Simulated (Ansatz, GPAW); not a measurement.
# Ballistic transport through CN in line between two Al chains, from relaxation to T(E), part 2 of 2

Aim: the conductance of CN in line between two Al chains after relaxation, and whether geometry, basis or functional moves it most.

GPAW 26.7.0 and Ansatz 0.2.0; Ansatz plane waves; relaxation of the junction with the lead ends held; PAW set soft_1 (the session's first sound run).

So far, transmission at the Fermi level (one spin): step 3 (plane waves, PBE) 0.739; step 4 (GPAW, dzp, PBE, GPAW) 0.769; step 5 (single-zeta polarised basis, PBE, GPAW) 0.807. Also open channels of the lead at the Fermi level (one spin): step 3 2; step 4 2.

## Step 6: Minimal basis

One function for each valence shell of the setup, as for a first survey of a large system.

run.py

```python
import json
import numpy as np
from ase import Atoms
from ase.transport.calculators import TransportCalculator
from gpaw import GPAW, FermiDirac
from gpaw.lcao.tools import get_lcao_hamiltonian
from scipy.linalg import eigh

# The junction with lead layers at both ends, along the third cell vector
device = Atoms(
    ['Al', 'Al', 'Al', 'Al', 'Al', 'Al', 'Al', 'C', 'N', 'Al', 'Al', 'Al', 'Al', 'Al', 'Al', 'Al'],
    positions=[
        [4.50000, 4.50000, 1.20000],
        [4.50000, 4.50000, 3.60000],
        [4.50000, 4.50000, 6.00000],
        [4.50000, 4.50000, 8.40000],
        [4.50000, 4.50000, 10.80000],
        [3.95804, 4.03429, 13.30153],
        [5.14793, 4.81266, 15.48638],
        [4.49827, 4.42045, 17.37440],
        [4.45038, 4.41384, 18.56651],
        [4.11573, 4.95319, 20.37944],
        [4.85238, 3.65329, 22.61047],
        [4.50000, 4.50000, 25.06670],
        [4.50000, 4.50000, 27.46670],
        [4.50000, 4.50000, 29.86670],
        [4.50000, 4.50000, 32.26670],
        [4.50000, 4.50000, 34.66670]],
    cell=[[9.0, 0.0, 0.0], [0.0, 9.0, 0.0], [0.0, 0.0, 35.8667]],
    pbc=True)

# One principal layer of the lead: the first 4 atoms of the device
lead = Atoms(
    ['Al', 'Al', 'Al', 'Al'],
    positions=[
        [4.50000, 4.50000, 1.20000],
        [4.50000, 4.50000, 3.60000],
        [4.50000, 4.50000, 6.00000],
        [4.50000, 4.50000, 8.40000]],
    cell=[[9.0, 0.0, 0.0], [0.0, 9.0, 0.0], [0.0, 0.0, 9.6]],
    pbc=True)

settings = dict(mode='lcao', basis='sz(dzp)', xc='PBE', h=0.18,
                occupations=FermiDirac(0.1), maxiter=250,
                mixer=dict(beta=0.1, nmaxold=8, weight=100.0),
                convergence=dict(density=0.0001))
energies = np.arange(-2, 2 + 1e-9, 0.025)
eta = 0.0001
n1, n2 = 1, 1
# k and -k transmit alike, so half of the mesh across the current serves
mesh = [(i, j) for i in range(n1) for j in range(n2) if (i, j) <= (-i % n1, -j % n2)]
weights = np.array([1 if (i, j) == (-i % n1, -j % n2) else 2 for i, j in mesh]) / (n1 * n2)

# [... helper functions left out ...]
fermi_lead = ground_state(lead, (1, 1, 12), 'lead.txt')
fermi_device = ground_state(device, (1, 1, 2), 'device.txt')
# [... loop over the mesh left out, but for ...]
        # Shift the lead onto the potential of the device's first layer
        shift = ((H[:, 0, 0] - H0[:, 0, 0]) / S0[0, 0]).real.mean()
# [...]
kT = 8.617333e-5 * 300
bias = [0.1, 0.2, 0.5, 1.0, 1.5, 2.0]
# [... integrals and printing left out ...]
```

On the command line:

```bash
$ OMP_NUM_THREADS=1 OPENBLAS_NUM_THREADS=1 python run.py
```

It took 71 s on 1 thread of Arm Neoverse V1, shared host; peak memory 1.5 GiB.

Numbers from this step:

```
conductance                                    : 0.8112 G₀
thermopower                                    : -26.94 μV/K
largest coupling past the next principal layer : 9.49e-16 eV
largest misfit of the first principal layer    : 0.06350 eV
shift that aligns the lead                     : 0.02537 eV
basis functions of the junction                : 64
basis functions of a principal layer           : 16
transmission at the Fermi level (one spin)     : 0.8148
```

The conductance, 0.811 G₀, lies 6.0 % above that of the dzp run.

## Step 7: LDA in the dzp basis: xc = "LDA"

Back in the dzp basis, the functional changes from PBE to LDA, to set the spread between functionals beside that between bases.

run.py, as its differences from that of step 6:

```diff
@@ -42,3 +42,3 @@
 
-settings = dict(mode='lcao', basis='sz(dzp)', xc='PBE', h=0.18,
+settings = dict(mode='lcao', basis='dzp', xc='LDA', h=0.18,
                 occupations=FermiDirac(0.1), maxiter=250,
```

It took 1.8 min on 1 thread; peak memory 1.7 GiB.

This step gave:

```yaml
conductance: 0.8317 G₀
thermopower: -27.50 μV/K
largest_coupling_past_the_next_principal_layer: 1.56e-15 eV
largest_misfit_of_the_first_principal_layer: 0.04002 eV
shift_that_aligns_the_lead: 0.01362 eV
basis_functions_of_the_junction: 208
basis_functions_of_a_principal_layer: 52
transmission_at_the_fermi_level_one_spin: 0.8375
```

The conductance, 0.832 G₀, lies 8.7 % above that of the dzp run.

## Step 8: The structure as built: geometry = "as built"

The dzp basis with PBE on the structure as first built shows what the relaxation was worth.

run.py, as its differences from that of step 7:

```diff
@@ -17,8 +17,8 @@
         [4.50000, 4.50000, 10.80000],
-        [3.95804, 4.03429, 13.30153],
-        [5.14793, 4.81266, 15.48638],
-        [4.49827, 4.42045, 17.37440],
-        [4.45038, 4.41384, 18.56651],
-        [4.11573, 4.95319, 20.37944],
-        [4.85238, 3.65329, 22.61047],
+        [4.50000, 4.50000, 13.20000],
+        [4.50000, 4.50000, 15.60000],
+        [4.50000, 4.50000, 17.35540],
+        [4.50000, 4.50000, 18.53540],
+        [4.50000, 4.50000, 20.26670],
+        [4.50000, 4.50000, 22.66670],
         [4.50000, 4.50000, 25.06670],
@@ -42,3 +42,3 @@
 
-settings = dict(mode='lcao', basis='dzp', xc='LDA', h=0.18,
+settings = dict(mode='lcao', basis='dzp', xc='PBE', h=0.18,
                 occupations=FermiDirac(0.1), maxiter=250,
```

The job ended after 2.2 min (1 thread; peak memory 1.7 GiB).

Numbers from this step:

| Quantity | Value |
| --- | --- |
| conductance | 1.975 G₀ |
| largest coupling past the next principal layer | 2.45e-15 eV |
| largest misfit of the first principal layer | 0.008902 eV |
| shift that aligns the lead | -0.004414 eV |
| transmission at the Fermi level (one spin) | 1.975 |

The conductance, 1.97 G₀, lies 158 % above that of the dzp run.

## Step 9: The ladder

Times are wall times on the hardware named with each run. Results by setting:

```
no.      run  conductance (G₀)     time  memory (GiB)
  1   pw PBE            0.7376     44 s           2.2
  2      dzp            0.7650  2.1 min           1.7
  3      szp            0.8022  2.2 min           1.7
  4       sz            0.8112     71 s           1.5
  5  dzp LDA            0.8317  1.8 min           1.7
  6  asbuilt             1.975  2.2 min           1.7
```

## Step 10: Comparison

The curves are compared point by point over the common energies.

This step: comparison of transmission and cost over codes, levels and geometry; PAW set soft_1 (GPAW 26.7.0).

Ladder, by row:

```csv
step,code,T at the Fermi level (sum over the listed spins),conductance (G0),r.m.s. T(E) from the first,wall time (s),peak memory (GiB),threads
pw-pbe,Ansatz,0.7393,0.7376,0,44.35,2.222,4
dzp,GPAW,0.7686,0.765,0.05759,124.5,1.73,1
szp,GPAW,0.8067,0.8022,0.1514,131.2,1.69,1
sz,GPAW,0.8148,0.8112,0.1583,71.46,1.53,1
dzp-LDA,GPAW,0.8375,0.8317,0.1003,107.5,1.73,1
asbuilt,GPAW,1.975,1.975,0.612,131.6,1.73,1
```

Transmission, zone mean, sum over the listed spins against energy, zero at the Fermi level:

| energy (eV) | pw-pbe | dzp | szp | sz | dzp-LDA | asbuilt |
| --- | --- | --- | --- | --- | --- | --- |
| -2.000 | 0.121 | 0.128 | 0.0893 | 0.0854 | 0.135 | 0.00865 |
| -1.800 | 0.0649 | 0.0672 | 0.0411 | 0.0161 | 0.0734 | 0.00636 |
| -1.600 | 0.0234 | 0.0234 | 0.0127 | 8.1e-11 | 0.0259 | 0.00393 |
| -1.400 | 0.00531 | 0.00455 | 9.3e-4 | 4.3e-12 | 0.00517 | 0.00134 |
| -1.200 | 0 | 8.5e-11 | 2.0e-11 | 1.5e-12 | 1.1e-10 | 1.3e-11 |
| -1.000 | 0 | 1.0e-11 | 7.5e-12 | 2.4e-12 | 1.2e-11 | 2.3e-12 |
| -0.800 | 0 | 4.4e-11 | 1.0e-10 | 3.3e-10 | 4.6e-11 | 1.9e-12 |
| -0.600 | 0 | 9.0e-11 | 2.0e-11 | 4.7e-12 | 1.8e-10 | 1.8e-12 |
| -0.400 | 0 | 2.5e-9 | 5.0e-11 | 2.1e-8 | 2.4e-9 | 0.308 |
| -0.200 | 0.184 | 0.191 | 0.177 | 0.210 | 0.202 | 1.98 |
| 0.000 | 0.739 | 0.769 | 0.807 | 0.815 | 0.838 | 1.98 |
| 0.200 | 1.26 | 1.28 | 1.36 | 1.36 | 1.36 | 1.95 |
| 0.400 | 1.54 | 1.55 | 1.62 | 1.64 | 1.60 | 1.90 |
| 0.600 | 1.68 | 1.68 | 1.76 | 1.78 | 1.73 | 1.85 |
| 0.775 | 1.75 | 1.77 | 1.87 | 1.88 | 1.83 | 1.81 |
| 0.800 | 1.76 | 1.77 | 1.86 | 1.88 | 1.83 | 1.81 |
| 0.850 | 1.75 | 1.78 | 1.85 | 1.87 | 1.85 | 1.80 |
| 1.000 | 1.65 | 1.71 | 1.79 | 1.83 | 1.76 | 1.94 |
| 1.200 | 1.52 | 1.60 | 1.72 | 1.76 | 1.67 | 1.85 |
| 1.400 | 1.45 | 1.54 | 1.71 | 1.71 | 1.62 | 1.79 |
| 1.600 | 1.40 | 1.53 | 1.72 | 1.70 | 1.60 | 1.74 |
| 1.800 | 1.34 | 1.48 | 1.69 | 1.68 | 1.55 | 1.71 |
| 2.000 | 1.20 | 1.35 | 1.56 | 1.59 | 1.40 | 1.68 |

## Step 11: Mixing 0.25

Mixing changes the road to self-consistency, not its end. The mixing history changes the road to self-consistency, not its end.

This step: GPAW LCAO, PAW setups; Landauer transmission from Green's functions with principal layers (ASE), zero bias (GPAW 26.7.0).

run.py, as its differences from that of step 8:

```diff
@@ -17,8 +17,8 @@
         [4.50000, 4.50000, 10.80000],
-        [4.50000, 4.50000, 13.20000],
-        [4.50000, 4.50000, 15.60000],
-        [4.50000, 4.50000, 17.35540],
-        [4.50000, 4.50000, 18.53540],
-        [4.50000, 4.50000, 20.26670],
-        [4.50000, 4.50000, 22.66670],
+        [3.95804, 4.03429, 13.30153],
+        [5.14793, 4.81266, 15.48638],
+        [4.49827, 4.42045, 17.37440],
+        [4.45038, 4.41384, 18.56651],
+        [4.11573, 4.95319, 20.37944],
+        [4.85238, 3.65329, 22.61047],
         [4.50000, 4.50000, 25.06670],
@@ -44,3 +44,3 @@
                 occupations=FermiDirac(0.1), maxiter=250,
-                mixer=dict(beta=0.1, nmaxold=8, weight=100.0),
+                mixer=dict(beta=0.25, nmaxold=5, weight=100.0),
                 convergence=dict(density=0.0001))
```

The job ended after 2.6 min (1 thread; peak memory 1.6 GiB).

This step gave:

| Item | Value |
| --- | --- |
| conductance | 0.7642 G₀ |
| thermopower | -28.16 μV/K |
| largest coupling past the next principal layer | 1.13e-15 eV |
| largest misfit of the first principal layer | 0.03895 eV |
| shift that aligns the lead | 0.01199 eV |
| transmission at the Fermi level (one spin) | 0.7678 |

One spin. Transmission, zone mean against energy, zero at the Fermi level:

```
energy (eV)  transmission, zone mean
     -2.000                    0.128
     -1.900                   0.0979
     -1.800                   0.0673
     -1.700                   0.0418
     -1.600                   0.0235
     -1.500                   0.0116
     -1.400                  0.00455
     -1.300                   4.3e-4
     -1.200                  8.4e-11
     -1.100                  1.8e-11
     -1.000                  1.0e-11
     -0.900                  1.2e-11
     -0.800                  4.4e-11
     -0.700                   9.4e-8
     -0.600                  9.1e-11
     -0.500                  6.6e-12
     -0.400                   2.7e-9
     -0.300                   0.0496
     -0.200                    0.190
     -0.100                    0.461
      0.000                    0.768
      0.100                     1.05
      0.200                     1.28
      0.300                     1.45
      0.400                     1.54
      0.500                     1.61
      0.600                     1.68
      0.700                     1.74
      0.800                     1.77
      0.850                     1.78
      0.900                     1.77
      1.000                     1.71
      1.100                     1.65
      1.200                     1.60
      1.300                     1.56
      1.400                     1.54
      1.500                     1.53
      1.600                     1.53
      1.700                     1.51
      1.800                     1.48
      1.900                     1.42
      2.000                     1.35
```

Crossings of the lead's bands, unfolded to its shortest repeat. The open channels, zone mean by energy, zero at the Fermi level:

| energy (eV) | open channels, zone mean |
| --- | --- |
| -2.000 | 1 |
| -1.900 | 1 |
| -1.800 | 1 |
| -1.700 | 1 |
| -1.600 | 1 |
| -1.500 | 1 |
| -1.400 | 1 |
| -1.300 | 1 |
| -1.200 | 0 |
| -1.100 | 0 |
| -1.000 | 0 |
| -0.900 | 0 |
| -0.800 | 0 |
| -0.700 | 0 |
| -0.600 | 0 |
| -0.500 | 0 |
| -0.400 | 0 |
| -0.300 | 2 |
| -0.200 | 2 |
| -0.100 | 2 |
| 0.000 | 2 |
| 0.100 | 2 |
| 0.200 | 2 |
| 0.300 | 2 |
| 0.400 | 2 |
| 0.500 | 2 |
| 0.600 | 2 |
| 0.700 | 2 |
| 0.800 | 2 |
| 0.900 | 2 |
| 1.000 | 3 |
| 1.100 | 3 |
| 1.200 | 3 |
| 1.300 | 3 |
| 1.400 | 3 |
| 1.500 | 3 |
| 1.600 | 3 |
| 1.700 | 3 |
| 1.800 | 3 |
| 1.900 | 3 |
| 2.000 | 3 |

Not self-consistent under bias; the bias window is split evenly. Current through one cell, from the zero-bias transmission against bias:

```
bias (V)  current through one cell, from the zero-bias transmission (μA)
   0.100                                                            5.91
   0.200                                                            11.8
   0.500                                                            29.1
   1.000                                                            58.9
   1.500                                                            91.6
   2.000                                                             126
```

The transmission of the three most open eigenchannels by energy, zero at the Fermi level:

```
energy (eV)  channel 1  channel 2  channel 3
     -2.000      0.128          0          0
     -1.900     0.0979          0          0
     -1.800     0.0673          0          0
     -1.700     0.0418          0          0
     -1.600     0.0235          0          0
     -1.500     0.0116          0          0
     -1.400    0.00455          0          0
     -1.300     4.3e-4          0          0
     -1.200    8.4e-11          0          0
     -1.100    1.8e-11          0          0
     -1.000    1.0e-11          0          0
     -0.900    1.2e-11          0          0
     -0.800    4.4e-11          0          0
     -0.700     9.4e-8          0          0
     -0.600    9.1e-11          0          0
     -0.500    5.7e-12          0          0
     -0.400     1.6e-9     1.1e-9          0
     -0.300     0.0282     0.0214          0
     -0.200      0.117     0.0735          0
     -0.100      0.290      0.171          0
      0.000      0.476      0.292          0
      0.100      0.627      0.422          0
      0.200      0.725      0.558          0
      0.300      0.762      0.684          0
      0.400      0.780      0.765          0
      0.500      0.841      0.772          0
      0.600      0.884      0.794          0
      0.700      0.910      0.826    1.2e-12
      0.800      0.917      0.854    5.3e-12
      0.900      0.916      0.856    1.1e-10
      1.000      0.898      0.809     6.5e-4
      1.100      0.877      0.767    0.00193
      1.200      0.855      0.738    0.00375
      1.300      0.834      0.723    0.00624
      1.400      0.812      0.722    0.00944
      1.500      0.787      0.734     0.0132
      1.600      0.762      0.746     0.0170
      1.700      0.783      0.706     0.0202
      1.800      0.802      0.653     0.0222
      1.900      0.806      0.596     0.0227
      2.000      0.787      0.541     0.0218
```

The conductance equals that of the dzp run to 0.2 %.

## Step 12: Results

| Item | Value |
| --- | --- |
| conductance | 0.765 G₀ |
| transmission at the Fermi level, mean of the spins | 0.769 |
| thermopower | -28.1 μV/K |
| open channels of the lead there | 2 |

In words: In the dzp basis the junction conducts 0.765 G₀ at 300 K, with T = 0.769 a spin at the Fermi level; the sz basis reaches that conductance within 10 %. Relaxation moved atoms by up to 0.92 Å and took the conductance from 1.97 to 0.765 G₀, as a ratio a larger change than the step from dzp to the minimal basis. Plane waves (PBE) give T = 0.739 there. The scatterer reflects about 62 % of the incoming channels at the Fermi level. At the Fermi level two eigenchannels carry the current (0.48 and 0.29). The negative thermopower says that the thermally weighted transmission is larger above the Fermi level, as for electron-like transport. Measured against the first run (pw-pbe), the nearest curve is that of dzp (r.m.s. 0.058) and the farthest that of asbuilt (0.61). Over the compared runs wall time goes from 44 s (pw-pbe) to 132 s (asbuilt), on a shared host; the plane-wave run used 4 threads and the orbital runs 1. The leads kept an estimated spacing and the cell its length, so the junction may be under some tension or compression. The run had no spin polarisation, so a magnetic state, which chains and small molecules with open shells often have, wasn't tested. An evenly spaced straight chain is an idealisation: free chains tend to dimerise, zigzag or, where a band edge lies near the Fermi level, turn magnetic. The currents use the zero-bias T(E) throughout, which holds only while the bias is small against the distance to the nearest feature.

[Logs are printed without paths, hosts, clocks, repeated set-up lines and the standing remarks that a program may print on its own settings, such as how far it seeks lower states.]

[Hosts, paths, dates, database ids (printed as entryN), source tags and the programs' standing remarks are cut or masked in the printed files.]
